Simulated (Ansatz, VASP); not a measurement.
One calculation of AlN, two programs

INCAR

```
SYSTEM = AlN
  PREC = Accurate
  ENCUT = 520
  EDIFF = 1E-6
  ISMEAR = 0
  SIGMA = 0.05
  LREAL = .False.
  LASPH = .True.
  NELM = 60
  ALGO = Normal
  ISIF = 2
  LWAVE = .False.
  LCHARG = .False.
  GGA = PE
  NBANDS = 16
```

KPOINTS

```
regular mesh
0
Gamma
  9 9 6
  0 0 0
```

Contents of POSCAR:

```
AlN
1.0
    3.3134793407      0.0000000000      0.0000000000
   -1.6567396703      2.8695572839      0.0000000000
    0.0000000000      0.0000000000      4.1875902417
Al N
2 2
Direct
    0.3345273419      0.6690546839      0.7652730210
    0.6678606753      0.3357213505      0.2652730210
    0.3310333270      0.6620666539      0.2205797385
    0.6643666603      0.3287333206      0.7205797385
```

Input for Ansatz:

```yaml
crystal:
  lattice:
    - [3.3134793407, 0.0, 0.0]
    - [-1.6567396703, 2.8695572839, 0.0]
    - [0.0, 0.0, 4.1875902417]
  atoms:
    - { symbol: Al, position: [0.3345273419, 0.6690546839, 0.765273021] }
    - { symbol: Al, position: [0.6678606753, 0.3357213505, 0.265273021] }
    - { symbol: "N", position: [0.331033327, 0.6620666539, 0.2205797385] }
    - { symbol: "N", position: [0.6643666603, 0.3287333206, 0.7205797385] }
basis:
  ecutwfc: 520.0
kpoints:
  mp_grid: { grid: [9, 9, 6] }
hamiltonian:
  xc: pbe
  pseudopotentials: { kind: paw, azcp: { folder: soft_1 } }
scf:
  occupations: { method: gaussian, width: 0.05 }
output:
  forces: true
  stress: true
  eigenvalues: true
```

Change from the starting cell: mode 4 frozen in at -0.123 Å and mode 10 at -0.013 Å (largest displacements).

Alike in both runs: task single point; functional PBE; k mesh 9 × 9 × 6; occupations gaussian, width 0.05 eV; no spin polarisation.

|  | VASP | Ansatz |
| --- | --- | --- |
| version | VASP 6.6.1 | Ansatz 0.2.0 |
| potentials or method | VASP PAW PBE potentials, release 64 (Al, N) | scalar-relativistic, plane waves, PAW |
| plane-wave cutoff (eV) | 520 | 520 |
| valence electrons in the cell | 16 | 16 |

```csv
,VASP,Ansatz,Ansatz less VASP
gap on the k mesh at the Fermi level (eV),3.42,3.41,-0.009
least direct gap on the mesh (eV),3.42,3.41,-0.009
pressure (GPa),3.0,3.1,+0.17
largest component of the traceless stress (GPa),10.30,10.15,-0.150
rms of the force components (eV/Å),0.373,0.372,-0.0016
```

Atom by atom the forces differ by 0.002 eV/Å (rms over components).
